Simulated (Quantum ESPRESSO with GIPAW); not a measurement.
## La2O3: NMR parameters from first principles

Aim: the magnetic shielding of every site in La2O3.

Program: Quantum ESPRESSO with GIPAW 8.0dev (patched build). Level of theory: DFT, PBEsol, plane-wave PAW (pslibrary 1.0.0 recipes), scalar-relativistic, GIPAW; a patched development version of the program. Results are calculated unless marked as measured.

**1. Starting point**

The structure is trigonal, space group P-3m1 (No. 164). Conventional cell: a = 3.931 Å, b = 3.931 Å, c = 6.112 Å, α = 90.00°, β = 90.00°, γ = 120.00°. La has 7 O at 2.36 to 2.73 Å nearest. Nearest to O lie 6 La at 2.73 Å. Nearest to O lie 4 La at 2.36 to 2.44 Å. Farther neighbours and most contacts between anions are not listed.

The cell is a computed entry of the Materials Project; it need not be the form that is stable at ambient conditions.

This structure had its atoms relaxed beforehand (DFT, PBEsol, plane-wave PAW (pslibrary 1.0.0 recipes), Quantum ESPRESSO with GIPAW), starting from the database entry, since shieldings follow bond lengths closely.

**2. The SCF step**

First the ground state. The response equations take the occupied wavefunctions as exact, so conv_thr is set much tighter than for an energy. No empty states are asked for: the response is solved without them. The mesh has a spacing of 0.35 Å⁻¹ at most. The PAW files were made with ld1.x from the pslibrary 1.0.0 recipes, with GIPAW reconstruction switched on.

File scf.in:

```
&control
  calculation = 'scf'
  prefix = 'x'
  outdir = './tmp/'
  pseudo_dir = './'
/
&system
  ibrav = 0
  nat = 5
  ntyp = 2
  ecutwfc = 85
  ecutrho = 540
  nbnd = 20
/
&electrons
  conv_thr = 1.0d-10
  mixing_beta = 0.7
  electron_maxstep = 100
/
ATOMIC_SPECIES
  La 138.905 La.pbesol-spfn-kjpaw_psl.1.0.0-gipaw.UPF
  O 15.999 O.pbesol-n-kjpaw_psl.1.0.0-gipaw.UPF
CELL_PARAMETERS angstrom
  3.93077788 0.00000000 0.00000000
  -1.96538894 3.40415350 0.00000000
  0.00000000 0.00000000 6.11195352
ATOMIC_POSITIONS crystal
  La 0.33333333 0.66666667 0.24710495
  La 0.66666667 0.33333333 0.75289505
  O 0.00000000 -0.00000000 0.00000000
  O 0.33333333 0.66666667 0.64555584
  O 0.66666667 0.33333333 0.35444416
K_POINTS automatic
  6 6 3 0 0 0
```

Command:

```
mpirun -np 4 pw.x -nk 4 -in scf.in > scf.out
```

Output:

```text
using ibrav=0 with symmetry is DISCOURAGED, use correct ibrav instead

     bravais-lattice index     =            0
     lattice parameter (alat)  =       7.4281  a.u.
     unit-cell volume          =     551.9049 (a.u.)^3
     number of atoms/cell      =            5
     number of atomic types    =            2
     number of electrons       =        40.00
     number of Kohn-Sham states=           20
     kinetic-energy cutoff     =      85.0000  Ry
     charge density cutoff     =     540.0000  Ry
     scf convergence threshold =      1.0E-10
     mixing beta               =       0.7000
     number of iterations used =            8  plain     mixing
     Exchange-correlation= SLA-PW-PSX-PSC
                           (   1   4  10   8   0   0   0)
[...]
La               11.00   138.90500     La( 1.00)
     O                 6.00    15.99900     O ( 1.00)

     12 Sym. Ops., with inversion, found
[...]
number of k points=    17
[...]
Dense  grid:   116953 G-vectors     FFT dimensions: (  60,  60,  90)

     Smooth grid:    58387 G-vectors     FFT dimensions: (  45,  45,  72)

     Check: negative core charge=   -0.000002

     Initial potential from superposition of free atoms

     starting charge      39.9455, renormalised to      40.0000
     Starting wfcs are   52 randomized atomic wfcs

     Self-consistent Calculation

     iteration #  1     ecut=    85.00 Ry     beta= 0.70
     Davidson diagonalization with overlap
     ethr =  1.00E-02,  avg # of iterations =  1.0

     total energy              =   -1026.70460562 Ry
     estimated scf accuracy    <       1.62627524 Ry

     iteration #  2     ecut=    85.00 Ry     beta= 0.70
     Davidson diagonalization with overlap
     ethr =  4.07E-03,  avg # of iterations =  7.2

     total energy              =   -1027.04156723 Ry
     estimated scf accuracy    <       3.54621184 Ry

     iteration #  3     ecut=    85.00 Ry     beta= 0.70
     Davidson diagonalization with overlap
     ethr =  4.07E-03,  avg # of iterations =  3.1

     total energy              =   -1026.99414600 Ry
     estimated scf accuracy    <       0.56629414 Ry

[...]
total energy              =   -1027.60734605 Ry
[...]
iteration # 52     ecut=    85.00 Ry     beta= 0.70
     Davidson diagonalization with overlap
     ethr =  7.00E-13,  avg # of iterations =  1.8

     total energy              =   -1027.60734605 Ry
     estimated scf accuracy    <          5.4E-10 Ry

     iteration # 53     ecut=    85.00 Ry     beta= 0.70
     Davidson diagonalization with overlap
     ethr =  7.00E-13,  avg # of iterations =  5.8

     End of self-consistent calculation
     [one-electron energies left out]

!    total energy              =   -1027.60734605 Ry
     total all-electron energy =    -34411.709250 Ry
     estimated scf accuracy    <          1.2E-11 Ry

     The total energy is the sum of the following terms:
     one-electron contribution =     -21.11889176 Ry
     hartree contribution      =      39.21484380 Ry
     xc contribution           =    -166.92465836 Ry
     ewald contribution        =    -195.77200658 Ry
     one-center paw contrib.   =    -683.00663315 Ry

     convergence has been achieved in  53 iterations
[...]
JOB DONE.
```

Elapsed: 2.5 min, on 4 MPI ranks of Arm Neoverse V2, shared host; peak memory 1.5 GiB.

It converged in 53 cycles to an estimated accuracy of 1e-11 Ry, on 17 irreducible k-points.

**3. GIPAW: job nmr**

A uniform field breaks periodicity, so gipaw.x applies it as a wave of small q and takes the limit. It solves for the first-order states, builds the induced current and gets the field at each nucleus by Biot–Savart; the PAW spheres add what the smooth waves miss near the nuclei. pawproj makes the reconstruction use the PAW data sets' own projectors.

File nmr.in:

```
&inputgipaw
  job = 'nmr'
  prefix = 'x'
  tmp_dir = './tmp/'
  restart_mode = 'from_scratch'
  verbosity = 'low'
  q_gipaw = 0.01
  spline_ps = .true.
  conv_threshold = 1.0d-11
  use_nmr_macroscopic_shape = .false.
  pawproj(1) = .true.
  pawproj(2) = .true.
/
```

Command:

```
mpirun -np 4 gipaw.x -in nmr.in > nmr.out
```

Output:

```text
[banner, memory and clock lines left out]
[a note of our patched build left out]

     Parallelizing q-star over 1 images

     IMPORTANT: XC functional enforced from input :
     Exchange-correlation= PBESOL
                           (   1   4  10   8   0   0   0)
     Any further DFT definition will be discarded
     Please, verify this is what you really want

     Check: negative core charge=   -0.000002
[...]
projs nearly linearly dependent: l=0  n1,n2= 1, 2  s=  0.99388769
[...]
WARNING: some symmetry operations do not permute x, y and z, so the susceptibility and the shape term are
     wrong: all shieldings move alike (in wurtzite BN nosym gave 13 and 6 ppm more at 3 and 6 points an axis).
     Run pw.x with nosym, and raise the mesh until the susceptibility stays

     alpha_pv=     59.3924 eV

     spline_ps is .false., expect some extrapolation errors

     q-space interpolation up to   102.00 Rydberg

     GIPAW job: nmr
     NMR macroscopic correction: no
[...]
Computing the magnetic susceptibility     isolve=0    ethr=  0.1000E-10
     Starting from scratch
     k-point #    1 of    17      pool #  1    cpu time:       1.9
[...]
End of magnetic susceptibility calculation

     f-sum rule (1st term):
           -43.2128          0.0000          0.0000
             0.0000        -43.2128          0.0000
             0.0000          0.0000        -43.2199

     f-sum rule (2nd term):
            -0.3605          0.0000         -0.0000
             0.0000         -0.3605         -0.0000
            -0.0000         -0.0000         -0.3552

     f-sum rule (should be   -43.5731):
           -43.5733          0.0000         -0.0000
             0.0000        -43.5733         -0.0000
            -0.0000         -0.0000        -43.5751

[... susceptibilities left out ...]
     Contributions to the NMR chemical shifts: -------------------------------

     Macroscopic shape contribution in ppm:                    0.00
             0.0000          0.0000          0.0000
             0.0000          0.0000          0.0000
             0.0000          0.0000          0.0000

     Core contribution in ppm:

     Atom  1  La  pos: ( -0.000000  0.577350  0.384223)  core sigma:        6274.01
     Atom  2  La  pos: (  0.500000  0.288675  1.170674)  core sigma:        6274.01
     Atom  3  O   pos: (  0.000000  0.000000  0.000000)  core sigma:         270.50
     Atom  4  O   pos: ( -0.000000  0.577350  1.003773)  core sigma:         270.50
     Atom  5  O   pos: (  0.500000  0.288675  0.551124)  core sigma:         270.50

     Bare contribution in ppm:

     Atom  1  La  pos: ( -0.000000  0.577350  0.384223)  bare sigma:         -10.58
[...]
Atom  2  La  pos: (  0.500000  0.288675  1.170674)  bare sigma:         -10.58
[...]
Atom  3  O   pos: (  0.000000  0.000000  0.000000)  bare sigma:        -119.38
[...]
Atom  4  O   pos: ( -0.000000  0.577350  1.003773)  bare sigma:        -141.11
[...]
Atom  5  O   pos: (  0.500000  0.288675  0.551124)  bare sigma:        -141.11
[...]
Diamagnetic contribution in ppm:

     Atom  1  La  pos: ( -0.000000  0.577350  0.384223)  dia sigma:         -31.39
[...]
Atom  2  La  pos: (  0.500000  0.288675  1.170674)  dia sigma:         -31.39
[...]
Atom  3  O   pos: (  0.000000  0.000000  0.000000)  dia sigma:          16.86
[...]
Atom  4  O   pos: ( -0.000000  0.577350  1.003773)  dia sigma:          17.21
[...]
Atom  5  O   pos: (  0.500000  0.288675  0.551124)  dia sigma:          17.21
[...]
Paramagnetic contribution in ppm:

     Atom  1  La  pos: ( -0.000000  0.577350  0.384223)  para sigma:       -4927.08
[...]
Atom  2  La  pos: (  0.500000  0.288675  1.170674)  para sigma:       -4927.08
[...]
Atom  3  O   pos: (  0.000000  0.000000  0.000000)  para sigma:        -314.57
[...]
Atom  4  O   pos: ( -0.000000  0.577350  1.003773)  para sigma:        -376.83
[...]
Atom  5  O   pos: (  0.500000  0.288675  0.551124)  para sigma:        -376.83
[...]
Paramagnetic US occ-occ contribution in ppm:

     Atom  1  La  pos: ( -0.000000  0.577350  0.384223)  para_oo sigma:         -13.78
[...]
Atom  2  La  pos: (  0.500000  0.288675  1.170674)  para_oo sigma:         -13.78
[...]
Atom  3  O   pos: (  0.000000  0.000000  0.000000)  para_oo sigma:          -0.03
[...]
Atom  4  O   pos: ( -0.000000  0.577350  1.003773)  para_oo sigma:          -0.53
[...]
Atom  5  O   pos: (  0.500000  0.288675  0.551124)  para_oo sigma:          -0.53
[...]
Paramagnetic US L_R Q_R contribution in ppm:

     Atom  1  La  pos: ( -0.000000  0.577350  0.384223)  para_lq sigma:        2380.76
[...]
Atom  2  La  pos: (  0.500000  0.288675  1.170674)  para_lq sigma:        2380.76
[...]
Atom  3  O   pos: (  0.000000  0.000000  0.000000)  para_lq sigma:        -241.43
[...]
Atom  4  O   pos: ( -0.000000  0.577350  1.003773)  para_lq sigma:        -238.66
[...]
Atom  5  O   pos: (  0.500000  0.288675  0.551124)  para_lq sigma:        -238.66
[...]
Total NMR chemical shifts in ppm: ---------------------------------------
     (adopting the Simpson convention for anisotropy and asymmetry)-----------

     Atom  1  La  pos: ( -0.000000  0.577350  0.384223)  Total sigma:        3671.94
          3848.1564          0.0000          0.0000
             0.0000       3848.1564         -0.0000
             0.0000         -0.0000       3319.5098

     La      1    anisotropy:   -528.65    eta:    0.0000
[...]
Atom  2  La  pos: (  0.500000  0.288675  1.170674)  Total sigma:        3671.94
[... its tensor is left out ...]
     Atom  3  O   pos: (  0.000000  0.000000  0.000000)  Total sigma:        -388.04
          -421.8453          0.0000         -0.0000
             0.0000       -421.8453          0.0000
             0.0000         -0.0000       -320.4438

     O       3    anisotropy:    101.40    eta:    0.0000
[...]
Atom  4  O   pos: ( -0.000000  0.577350  1.003773)  Total sigma:        -469.41
          -405.3188         -0.0000          0.0000
            -0.0000       -405.3188         -0.0000
             0.0000         -0.0000       -597.5994

     O       4    anisotropy:   -192.28    eta:    0.0000
[...]
Atom  5  O   pos: (  0.500000  0.288675  0.551124)  Total sigma:        -469.41
[... its tensor is left out ...]
```

Wall time 7.2 min (4 MPI ranks); peak memory 1.2 GiB.

The f-sum rule is met to 0.0020 of 43.6 (0.005 %). Converged shieldings require that this miss be small, but a small miss does not prove them. gipaw.x warns that with these symmetry operations the susceptibility and the shape term are unreliable; the other terms are not touched.

From the symmetric part of each tensor, with principal values σ11 ≤ σ22 ≤ σ33: σ_iso is their mean, the span is σ33 − σ11 and the skew 3(σ_iso − σ22)/span. (gipaw.x prints an anisotropy in another convention.)

```
site  atom no.  atoms in cell  σ_iso (ppm)  span (ppm)   skew
  La         1              2         3672         529  -1.00
O(1)         3              1       -388.0       101.4   1.00
O(2)         4              2       -469.4       192.3  -1.00
```

The macroscopic shape term is switched off. For a spherical sample the valence susceptibility of this run would add about 5 ppm to every site, a rough estimate, since the susceptibility converges slowly and lacks part of the PAW terms, above all in hexagonal and trigonal cells. Differences within the crystal don't depend on it, but shieldings of different compounds can't be compared to better than a few ppm without it.

An axis of order three or more runs through La, O(1) and O(2), so two principal values coincide and the skew is ±1. In this run the largest span among the lighter atoms is that of O(2) (site symmetry 3m), with principal values -597.6, -405.3 and -405.3 ppm.

17O and 139La also have a quadrupolar coupling here. It is not given: on PAW files the efg job of this gipaw.x leaves out the augmentation charge of neighbouring atoms and can miss by tens of per cent.

**4. NMR parameters by site**

Covalently bonded atoms count as neighbours within 1.18 times the sum of their radii. Otherwise a cation's neighbours lie within 1.2 times its shortest bond (1.3 for large cations, each anion's radius taken off where they differ), and an anion's are the cations that count it.

```
site  atom no.  atoms in cell  surroundings     bonds (Å)  σ_iso (ppm)
  La         1              2          LaO7  2.36 to 2.73         3672
O(1)         3              1  bound to La6         2.726       -388.0
O(2)         4              2  bound to La4  2.36 to 2.44       -469.4
```

By surroundings the O shieldings are 4-coordinate: -469.4; 6-coordinate: -388.0 ppm.

**5. Results**

* 17O shielding without shape term: -469.4, -388.0 ppm
* 139La shielding without shape term: 3672 ppm

**Reading.** 17O has 2 sites, in the ratio 2:1: O(2) (bound to La4) at a shielding of -469.4 and O(1) (bound to La6) at a shielding of -388.0 ppm, shape term left out. A shift needs a reference, δ = σ_ref − σ, fixed on measured compounds; for 17O of this kind at this level too few were at hand, or they scattered too widely about a line, so none is given. No sound run at another cutoff or mesh is at hand, so convergence rests on the f-sum rule and on experience with these files. Spin-orbit coupling is missing, which matters for La. Semilocal functionals place the empty 4f states of La too low, which is known to deshield neighbouring O too much. The scalar-relativistic files are used with non-relativistic response operators, which weighs most on the heavy atoms' own shieldings. This build of gipaw.x prints that it is not audited and that its numbers are no references by themselves. It also reports spline_ps as false although the input sets it; why was not traced.

[Banner, clock, file and message-heading lines were taken out of the pw.x and gipaw.x logs.]

[Logs are printed without paths, hosts, clocks, repeated set-up lines and the standing remarks that a program may print on its own settings, such as how far it seeks lower states.]

[Hosts, paths, dates, database ids (printed as entryN), source tags and the programs' standing remarks are cut or masked in the printed files.]

[Where no reference line passes its bar on scatter, no shift is given, so a measured shift of this compound may stand uncompared.]
